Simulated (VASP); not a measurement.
# SnS (Pnma) in VASP: further runs

One crystal, SnS, is run at these levels: LDA, r2SCAN, PBE; tasks: band structure.

Everything below comes from runs of VASP 6.6.1. Logs are shortened: lines on timing, memory, paths and dates and some standing lists are left out, and cuts for length are marked.

**The experiment to reproduce.**

From “Linear dichroism of the optical properties of SnS and SnSe van der Waals crystals”, 2024, arxiv:2409.17412, for a bulk crystal of SnS at 300 K: band gap 1.09 eV (indirect).

The results are compared with them further down.

## Step 1: The crystal as given

It takes space group Pnma (No. 62, orthorhombic). The conventional cell has a = 11.102 Å, b = 3.986 Å, c = 4.230 Å, α = 90.00°, β = 90.00°, γ = 90.00°. Around Sn (site symmetry m) lie 3 S at 2.63 to 2.68 Å. Around S (site symmetry m) lie 3 Sn at 2.63 to 2.68 Å.

## Step 2: Band structure, LDA

INCAR

```
SYSTEM = SnS
PREC = Accurate
ENCUT = 520
EDIFF = 1E-7
ISMEAR = 0
SIGMA = 0.03
LREAL = .FALSE.
LASPH = .TRUE.
NELM = 80
ALGO = Fast
ISIF = 2
LWAVE = .FALSE.
LCHARG = .FALSE.
GGA = CA
KPAR = 2
```

KPOINTS

```
regular mesh
0
G
  4 8 6
  0 0 0
```

POSCAR

```
SnS                                     
1.0
   11.1022381053      0.0000000000      0.0000000000
    0.0000000000      3.9856084138     -0.0000000000
    0.0000000000      0.0000000000      4.2298611247
  Sn              S             
     4     4
Direct
     0.1185162781974909    0.2500000000000000    0.1099914101621251
     0.3814837218025092    0.7500000000000000    0.6099914101621250
     0.6185162781974910    0.2500000000000000    0.3900085898378749
     0.8814837218025090    0.7500000000000000    0.8900085898378750
     0.8532534565978834    0.2500000000000000    0.4743738979948287
     0.6467465434021166    0.7500000000000000    0.9743738979948288
     0.3532534565978835    0.2500000000000000    0.0256261020051713
     0.1467465434021167    0.7500000000000000    0.5256261020051712
```

KPOINTS_OPT

```
explicit points
318
Reciprocal
 0.0000000000  0.0000000000  0.0000000000 1
 0.0000000000  0.0263157895  0.0000000000 1
 0.0000000000  0.0526315789  0.0000000000 1
 0.0000000000  0.0789473684  0.0000000000 1
 0.0000000000  0.1052631579  0.0000000000 1
 0.0000000000  0.1315789474  0.0000000000 1
[... 310 lines left out ...]
 0.0000000000  0.5000000000  0.0241422100 1
 0.0000000000  0.5000000000 -0.0241422100 1
```

Potentials or basis: VASP PAW LDA potentials, release 64 (Sn_d, S).

On the command line:

```sh
$ cat potpaw_LDA.64/Sn_d/POTCAR potpaw_LDA.64/S/POTCAR > POTCAR
$ mpirun -np 2 vasp_std > vasp.out
```

OUTCAR:

```text
SYSTEM = SnS
   PREC = Accurate
   ENCUT = 520
   EDIFF = 1E-7
   ISMEAR = 0
   LREAL = .FALSE.
   LASPH = .TRUE.
   NELM = 80
   ISIF = 2
   GGA = CA

 ion  position               nearest neighbor table
   1  0.119  0.250  0.110-   7 2.63   8 2.68   8 2.68   8 3.19   8 3.19   4 3.43   4 3.43
   2  0.381  0.750  0.610-   8 2.63   7 2.68   7 2.68   7 3.19   7 3.19   3 3.43   3 3.43
   3  0.619  0.250  0.390-   5 2.63   6 2.68   6 2.68   6 3.19   6 3.19   2 3.43   2 3.43
   4  0.881  0.750  0.890-   6 2.63   5 2.68   5 2.68   5 3.19   5 3.19   1 3.43   1 3.43
   5  0.853  0.250  0.474-   3 2.63   4 2.68   4 2.68   4 3.19   4 3.19
   6  0.647  0.750  0.974-   4 2.63   3 2.68   3 2.68   3 3.19   3 3.19
   7  0.353  0.250  0.026-   1 2.63   2 2.68   2 2.68   2 3.19   2 3.19
   8  0.147  0.750  0.526-   2 2.63   1 2.68   1 2.68   1 3.19   1 3.19

  LATTYP: Found a simple orthorhombic cell.
 ALAT       =     3.9856084138
 B/A-ratio  =     1.0612836700
 C/A-ratio  =     2.7855817613

  Lattice vectors:

 A1 = (   0.0000000000,   3.9856084138,   0.0000000000)
 A2 = (   0.0000000000,   0.0000000000,   4.2298611247)
 A3 = (  11.1022381053,   0.0000000000,   0.0000000000)

Analysis of symmetry for initial positions (statically):
=====================================================================
 Subroutine PRICEL returns:
 Original cell was already a primitive cell.

 Routine SETGRP: Setting up the symmetry group for a
 simple orthorhombic supercell.

 Subroutine GETGRP returns: Found  8 space group operations
 (whereof  2 operations were pure point group operations)
 out of a pool of  8 trial point group operations.

The static configuration has the point symmetry S_2 .
 The point group associated with its full space group is D_2h.

Analysis of symmetry for dynamics (positions and initial velocities):
=====================================================================
 Subroutine PRICEL returns:
 Original cell was already a primitive cell.

 Routine SETGRP: Setting up the symmetry group for a
 simple orthorhombic supercell.

 Subroutine GETGRP returns: Found  8 space group operations
 (whereof  2 operations were pure point group operations)
 out of a pool of  8 trial point group operations.

The dynamic configuration has the point symmetry S_2 .
 The point group associated with its full space group is D_2h.

 Subroutine INISYM returns: Found  8 space group operations
 (whereof  2 operations are pure point group operations),
 and found     1 'primitive' translations

----------------------------------------------------------------------------------------

                                     Primitive cell

  volume of cell :     187.1679

  direct lattice vectors                    reciprocal lattice vectors
    11.102238105  0.000000000  0.000000000     0.090071929  0.000000000  0.000000000
     0.000000000  3.985608414  0.000000000     0.000000000  0.250902722  0.000000000
     0.000000000  0.000000000  4.229861125     0.000000000  0.000000000  0.236414381

  length of vectors
    11.102238105  3.985608414  4.229861125     0.090071929  0.250902722  0.236414381

  position of ions in fractional coordinates (direct lattice)
     0.118516278  0.250000000  0.109991410
     0.381483722  0.750000000  0.609991410
     0.618516278  0.250000000  0.390008590
     0.881483722  0.750000000  0.890008590
     0.853253457  0.250000000  0.474373898
     0.646746543  0.750000000  0.974373898
     0.353253457  0.250000000  0.025626102
     0.146746543  0.750000000  0.525626102

  ion indices of the primitive-cell ions
   primitive index   ion index
                 1           1
                 2           2
                 3           3
                 4           4
                 5           5
                 6           6
                 7           7
                 8           8

----------------------------------------------------------------------------------------

 KPOINTS: regular mesh

Automatic generation of k-mesh.
 Grid dimensions read from file:
 generate k-points for:    4    8    6

 Generating k-lattice:

  Cartesian coordinates                     Fractional coordinates (reciprocal lattice)
     0.022517982  0.000000000  0.000000000     0.250000000  0.000000000  0.000000000
     0.000000000  0.031362840  0.000000000     0.000000000  0.125000000  0.000000000
     0.000000000  0.000000000  0.039402397     0.000000000  0.000000000  0.166666667

  Length of vectors
     0.022517982  0.031362840  0.039402397

  Shift w.r.t. Gamma in fractional coordinates (k-lattice)
     0.000000000  0.000000000  0.000000000

 Subroutine IBZKPT returns following result:
 ===========================================

 Found     60 irreducible k-points:

 Following reciprocal coordinates:
            Coordinates               Weight
  0.000000  0.000000  0.000000      1.000000
  0.250000  0.000000  0.000000      2.000000
  0.500000  0.000000  0.000000      1.000000
[... 52 lines left out ...]
   AEXX    =    0.0000 exact exchange contribution
   IVDW    =     0    specifies the selected vdW correction
   LEPSILON=     F    determine dielectric tensor
   LRPA    =     F    only Hartree local field effects (RPA)
 non-spin polarized calculation
 RMM-DIIS sequential band-by-band and
 Gauss-broadening in eV      SIGMA  =   0.03
  energy-cutoff  :      520.00
  volume of cell :      187.17
 maximum number of plane-waves:      5084
 NGX is ok and might be reduce to    84
   NGX = 41   NGY = 15   NGZ = 15

 number of electron      80.0000029 magnetization

 Free energy of the ion-electron system (eV)
  ---------------------------------------------------
  ext. energy  EPLUGINS =         0.00000000
  ---------------------------------------------------
  free energy    TOTEN  =       -40.47828342 eV

  energy without entropy =      -40.47828342  energy(sigma->0) =      -40.47828342

 E-fermi :   6.5668     XC(G=0): -10.3251

 val. band max:        6.3555596364   @ k =   0.5000   0.0000   0.5000
 cond. band min:       7.0824601816   @ k =   0.0000   0.0000   0.0000
 fundamental gap:      0.7269005452
 Fermi energy:         6.5668205779

 k-point     1 :       0.0000    0.0000    0.0000
  band No.  band energies     occupation
      1     -14.8435      2.00000
      2     -14.8186      2.00000
      3     -14.8184      2.00000
      4     -14.8089      2.00000
      5     -14.8058      2.00000
      6     -14.8031      2.00000
[... 40 lines left out ...]
     47      10.7169      0.00000
     48      11.2921      0.00000

 k-point     2 :       0.2500    0.0000    0.0000
  band No.  band energies     occupation
      1     -14.8411      2.00000
      2     -14.8256      2.00000
      3     -14.8156      2.00000
      4     -14.8101      2.00000
      5     -14.8058      2.00000
      6     -14.8025      2.00000
[... 40 lines left out ...]
     47      10.7730      0.00000
     48      10.8356      0.00000

 k-point     3 :       0.5000    0.0000    0.0000
  band No.  band energies     occupation
      1     -14.8344      2.00000
      2     -14.8344      2.00000
      3     -14.8129      2.00000
      4     -14.8129      2.00000
      5     -14.8047      2.00000
      6     -14.8047      2.00000
[... 40 lines left out ...]
     47      10.5271      0.00000
     48      10.5275      0.00000

 k-point     4 :       0.0000    0.1250    0.0000
  band No.  band energies     occupation
      1     -14.8377      2.00000
      2     -14.8154      2.00000
      3     -14.8138      2.00000
      4     -14.8088      2.00000
      5     -14.8083      2.00000
      6     -14.8061      2.00000
[... 958 lines left out ...]
     47      10.1740      0.00000
     48      10.5710      0.00000

 k-point    23 :       0.2500    0.2500    0.1667
  band No.  band energies     occupation
      1     -14.8261      2.00000
      2     -14.8206      2.00000
      3     -14.8172      2.00000
      4     -14.8139      2.00000
      5     -14.8074      2.00000
      6     -14.8044      2.00000
[... 40 lines left out ...]
     47      10.1673      0.00000
     48      10.3333      0.00000

 k-point    24 :       0.5000    0.2500    0.1667
  band No.  band energies     occupation
      1     -14.8239      2.00000
      2     -14.8239      2.00000
      3     -14.8154      2.00000
      4     -14.8154      2.00000
      5     -14.8053      2.00000
      6     -14.8053      2.00000
[... 40 lines left out ...]
     47       9.9654      0.00000
     48       9.9655      0.00000

 [... further k-points ...]

------------------------ aborting loop because EDIFF is reached ----------------------------------------

  FORCE on cell =-STRESS in cart. coord.  units (eV):
  Direction    XX          YY          ZZ          XY          YZ          ZX
  --------------------------------------------------------------------------------------
  -------------------------------------------------------------------------------------
  Total       -1.9340045     -1.9792024     -1.8817949      0.0000000     -0.0000000      0.0000000
  in kB      -16.5552903    -16.9421888    -16.1083704      0.0000000     -0.0000000      0.0000000
  external PRESSURE =     -16.5352831 kB  Pullay stress =       0.0000000 kB

 VOLUME and BASIS-vectors are now :
 -----------------------------------------------------------------------------
  energy-cutoff  :      520.00
  volume of cell :      187.17
      direct lattice vectors                 reciprocal lattice vectors
    11.102238105  0.000000000  0.000000000     0.090071929  0.000000000  0.000000000
     0.000000000  3.985608414  0.000000000     0.000000000  0.250902722  0.000000000
     0.000000000  0.000000000  4.229861125     0.000000000  0.000000000  0.236414381

 POSITION                                       TOTAL-FORCE (eV/Angst)
 -----------------------------------------------------------------------------------
      1.31580      0.99640      0.46525         0.073231      0.000000      0.057353
      4.23532      2.98921      2.58018        -0.073231     -0.000000      0.057353
      6.86691      0.99640      1.64968         0.073231     -0.000000     -0.057353
      9.78644      2.98921      3.76461        -0.073231      0.000000     -0.057353
      9.47302      0.99640      2.00654        -0.040735      0.000000      0.049411
      7.18033      2.98921      4.12147         0.040735      0.000000      0.049411
      3.92190      0.99640      0.10839        -0.040735      0.000000     -0.049411
      1.62922      2.98921      2.22333         0.040735     -0.000000     -0.049411
 -----------------------------------------------------------------------------------
    total drift:                                0.000000      0.000000      0.000000

  FREE ENERGIE OF THE ION-ELECTRON SYSTEM (eV)
  ---------------------------------------------------
  free  energy   TOTEN  =       -40.4782834173 eV

  energy  without entropy=      -40.4782834173  energy(sigma->0) =      -40.47828342
```

It took 12 min on 2 MPI ranks of AMD EPYC 9R14 (Zen 4), shared host; peak memory 0.68 GiB.

Results:

- Free energy: -40.4783 eV
- Pressure: -1.7 GPa
- Largest force: 0.093 eV/Å
- Band gap on the k mesh: 0.73 eV, indirect (least direct gap 1.07 eV)
- Band gap along the path: 0.58 eV, indirect (least direct gap 0.66 eV)

Forces on the atoms (eV/Å):
```
Sn   0.073  0.000  0.057
Sn  -0.073  0.000  0.057
Sn   0.073  0.000 -0.057
Sn  -0.073  0.000 -0.057
S   -0.041  0.000  0.049
S    0.041  0.000  0.049
S   -0.041  0.000 -0.049
S    0.041  0.000 -0.049
```

Levels at the corners of the path, in eV from the valence-band top:
```tsv
point	band 38	band 39	band 40	band 41	band 42	band 43
Γ	-1.37	-0.86	-0.73	0.63	2.93	2.96
X	-1.10	-0.84	-0.84	1.03	1.03	1.62
X	-1.10	-0.84	-0.84	1.03	1.03	1.62
S	-2.62	-1.64	-1.64	2.65	2.65	2.93
S	-2.62	-1.64	-1.64	2.65	2.65	2.93
Y	-1.01	-0.18	-0.18	1.32	1.32	1.77
Y	-1.01	-0.18	-0.18	1.32	1.32	1.77
Γ	-1.37	-0.86	-0.73	0.63	2.93	2.96
Γ	-1.37	-0.86	-0.73	0.63	2.93	2.96
Z	-2.27	-0.75	-0.75	2.55	2.55	2.69
Z	-2.27	-0.75	-0.75	2.55	2.55	2.69
U	-1.07	-1.07	-1.07	1.50	1.50	1.50
U	-1.07	-1.07	-1.07	1.50	1.50	1.50
R	-1.82	-1.82	-1.82	2.47	2.47	2.47
R	-1.82	-1.82	-1.82	2.47	2.47	2.47
T	-0.77	-0.09	-0.09	1.21	1.21	1.73
T	-0.77	-0.09	-0.09	1.21	1.21	1.73
Z	-2.27	-0.75	-0.75	2.55	2.55	2.69
Y	-1.01	-0.18	-0.18	1.32	1.32	1.77
T	-0.77	-0.09	-0.09	1.21	1.21	1.73
U	-1.07	-1.07	-1.07	1.50	1.50	1.50
X	-1.10	-0.84	-0.84	1.03	1.03	1.62
S	-2.62	-1.64	-1.64	2.65	2.65	2.93
R	-1.82	-1.82	-1.82	2.47	2.47	2.47
```

Caveat: spin-orbit coupling is left out, which moves the levels of the heavy elements; the mesh misses the band edges, which the band path finds closer together.

## Step 3: Band structure, r2SCAN

Changes to INCAR since step 2:

```diff
@@ -9,3 +9,3 @@
 NELM = 80
-ALGO = Fast
+ALGO = Normal
 ISIF = 2
@@ -13,3 +13,4 @@
 LCHARG = .FALSE.
-GGA = CA
+METAGGA = R2SCAN
+LMIXTAU = .TRUE.
 KPAR = 2
```

KPOINTS is that of step 2.

POSCAR is that of step 2.

KPOINTS_OPT is that of step 2.

Potentials or basis: VASP PAW PBE potentials, release 64 (Sn_d, S).

On the command line:

```sh
$ cat potpaw_PBE.64/Sn_d/POTCAR potpaw_PBE.64/S/POTCAR > POTCAR
$ mpirun -np 2 vasp_std > vasp.out
```

Run time: 43 min. Hardware: 2 MPI ranks of AMD EPYC 9R14 (Zen 4), shared host; peak memory 0.78 GiB.

The run converged. Its results:

* Free energy: -134.7289 eV
* Pressure: 2.0 GPa
* Largest force: 0.172 eV/Å
* Band gap on the k mesh: 0.87 eV, indirect (least direct gap 1.37 eV)
* Band gap along the path: 0.77 eV, indirect (least direct gap 1.00 eV)

Forces on the atoms (eV/Å):
```
Sn   0.077  0.000  0.088
Sn  -0.077  0.000  0.088
Sn   0.077  0.000 -0.088
Sn  -0.077  0.000 -0.088
S   -0.119  0.000  0.124
S    0.119  0.000  0.124
S   -0.119  0.000 -0.124
S    0.119  0.000 -0.124
```

Stress tensor (GPa, compression positive):
```
1.90 0.00 0.00
0.00 1.84 0.00
0.00 0.00 2.35
```

Levels at the corners of the path, in eV from the valence-band top:
```tsv
point	band 36	band 37	band 38	band 39	band 40	band 41	band 42	band 43	band 44	band 45
Γ	-2.60	-2.40	-1.53	-1.10	-0.92	0.77	3.14	3.20	3.28	3.58
X	-2.43	-1.25	-1.25	-1.03	-1.03	1.21	1.21	1.86	1.86	2.05
X	-2.43	-1.25	-1.25	-1.03	-1.03	1.21	1.21	1.86	1.86	2.05
S	-3.89	-2.90	-2.90	-1.90	-1.90	2.83	2.83	3.09	3.09	4.77
S	-3.89	-2.90	-2.90	-1.90	-1.90	2.83	2.83	3.09	3.09	4.77
Y	-2.22	-1.15	-1.15	-0.17	-0.17	1.51	1.51	1.87	1.87	2.00
Y	-2.22	-1.15	-1.15	-0.17	-0.17	1.51	1.51	1.87	1.87	2.00
Γ	-2.60	-2.40	-1.53	-1.10	-0.92	0.77	3.14	3.20	3.28	3.58
Γ	-2.60	-2.40	-1.53	-1.10	-0.92	0.77	3.14	3.20	3.28	3.58
Z	-2.78	-2.64	-2.64	-0.97	-0.97	2.74	2.74	2.90	2.90	4.16
Z	-2.78	-2.64	-2.64	-0.97	-0.97	2.74	2.74	2.90	2.90	4.16
U	-2.82	-1.22	-1.22	-1.22	-1.22	1.68	1.68	1.68	1.68	2.52
U	-2.82	-1.22	-1.22	-1.22	-1.22	1.68	1.68	1.68	1.68	2.52
R	-4.48	-2.10	-2.10	-2.10	-2.10	2.67	2.67	2.67	2.67	4.86
R	-4.48	-2.10	-2.10	-2.10	-2.10	2.67	2.67	2.67	2.67	4.86
T	-2.58	-0.97	-0.97	-0.11	-0.11	1.38	1.38	1.91	1.91	1.94
T	-2.58	-0.97	-0.97	-0.11	-0.11	1.38	1.38	1.91	1.91	1.94
Z	-2.78	-2.64	-2.64	-0.97	-0.97	2.74	2.74	2.90	2.90	4.16
Y	-2.22	-1.15	-1.15	-0.17	-0.17	1.51	1.51	1.87	1.87	2.00
T	-2.58	-0.97	-0.97	-0.11	-0.11	1.38	1.38	1.91	1.91	1.94
U	-2.82	-1.22	-1.22	-1.22	-1.22	1.68	1.68	1.68	1.68	2.52
X	-2.43	-1.25	-1.25	-1.03	-1.03	1.21	1.21	1.86	1.86	2.05
S	-3.89	-2.90	-2.90	-1.90	-1.90	2.83	2.83	3.09	3.09	4.77
R	-4.48	-2.10	-2.10	-2.10	-2.10	2.67	2.67	2.67	2.67	4.86
```

Caveat: the PAW data sets were made with another functional, which shifts forces and pressure a little; spin-orbit coupling is left out, which moves the levels of the heavy elements; the mesh misses the band edges, which the band path finds closer together.

## Step 4: Band structure, PBE, spin-orbit coupling, no magnetisation

INCAR

```
SYSTEM = SnS
PREC = Accurate
ENCUT = 520
EDIFF = 1E-7
ISMEAR = 0
SIGMA = 0.03
LREAL = .FALSE.
LASPH = .TRUE.
NELM = 80
ALGO = Fast
ISIF = 2
LWAVE = .FALSE.
LCHARG = .FALSE.
LNONCOLLINEAR = .TRUE.
MAGMOM = 0 0 0 0 0 0 0 0 0 0 0 0 0 0 0 0 0 0 0 0 0 0 0 0
LORBIT = 11
LSORBIT = .TRUE.
GGA_COMPAT = .FALSE.
GGA = PE
KPAR = 2
```

KPOINTS

```
regular mesh
0
G
  2 6 6
  0 0 0
```

POSCAR is that of step 3.

KPOINTS_OPT is that of step 3.

On the command line:

```sh
$ cat potpaw_PBE.64/Sn_d/POTCAR potpaw_PBE.64/S/POTCAR > POTCAR
$ mpirun -np 2 vasp_ncl > vasp.out
```

Wall time 52 min (2 MPI ranks of AMD EPYC 9R14 (Zen 4), shared host); peak memory 1.5 GiB.

It converged, with:

| Property | Result |
| --- | --- |
| Free energy | -35.4540 eV |
| Pressure | 3.2 GPa |
| Largest force | 0.049 eV/Å |
| Valence electrons inside the program's atomic spheres | Sn 12.11; S 3.70 |

Forces in eV/Å, atoms in the order of the input:
```
Sn  -0.041  0.000 -0.027
Sn   0.041  0.000 -0.027
Sn  -0.041  0.000  0.027
Sn   0.041  0.000  0.027
S    0.013  0.000 -0.010
S   -0.013  0.000 -0.010
S    0.013  0.000  0.010
S   -0.013  0.000  0.010
```

Stress tensor (GPa, compression positive):
```
3.30 0.00 0.00
0.00 3.22 0.00
0.00 0.00 3.21
```

## Step 5: Summary

| level | potentials or basis | spin | k mesh | further INCAR settings | gap on the mesh (eV) | pressure (GPa) | largest force (eV/Å) |
| --- | --- | --- | --- | --- | --- | --- | --- |
| LDA | VASP PAW LDA potentials, release 64 (Sn_d, S) | off | 4 × 8 × 6 | ALGO = Fast; EDIFF = 1e-07 | 0.73 | -1.7 | 0.09 |
| r2SCAN | VASP PAW PBE potentials, release 64 (Sn_d, S) | off | 4 × 8 × 6 | ALGO = Normal; EDIFF = 1e-07 | 0.87 | 2.0 | 0.17 |
| PBE | VASP PAW PBE potentials, release 64 (Sn_d, S) | SOC, no magnetisation | 2 × 6 × 6 | ALGO = Fast; EDIFF = 1e-07 | - | 3.2 | 0.05 |

Alike in all rows: task band structure; cell as given; cutoff (eV) 520; smearing gaussian 0.03 eV.

Caveats: spin-orbit coupling is left out, which moves the levels of the heavy elements (some runs); the mesh misses the band edges, which the band path finds closer together (some runs); the PAW data sets were made with another functional, which shifts forces and pressure a little (some runs).

Total energies depend on the potentials used, so only differences within one code and one set of settings carry meaning.

## Step 6: How close it comes

Step 2. Measured gap of SnS: 1.09 eV (indirect; 300 K; “Linear dichroism of the optical properties of SnS and SnSe van der Waals crystals”, 2024, arxiv:2409.17412). This calculation gives 0.58 eV (-0.51 eV). 2 values of this kind are on record (1.09 to 1.16 eV); this one was drawn at random. Spin-orbit coupling on Sn is left out. The value is that of LDA, without temperature or zero-point motion. Semilocal functionals fall short of measured gaps as a rule.

Step 3. Measured gap of SnS: 1.09 eV (indirect; 300 K; “Linear dichroism of the optical properties of SnS and SnSe van der Waals crystals”, 2024, arxiv:2409.17412). This calculation gives 0.77 eV (-0.32 eV). 2 values of this kind are on record (1.09 to 1.16 eV); this one was drawn at random. Spin-orbit coupling on Sn is left out. The value is that of r2SCAN, without temperature or zero-point motion.
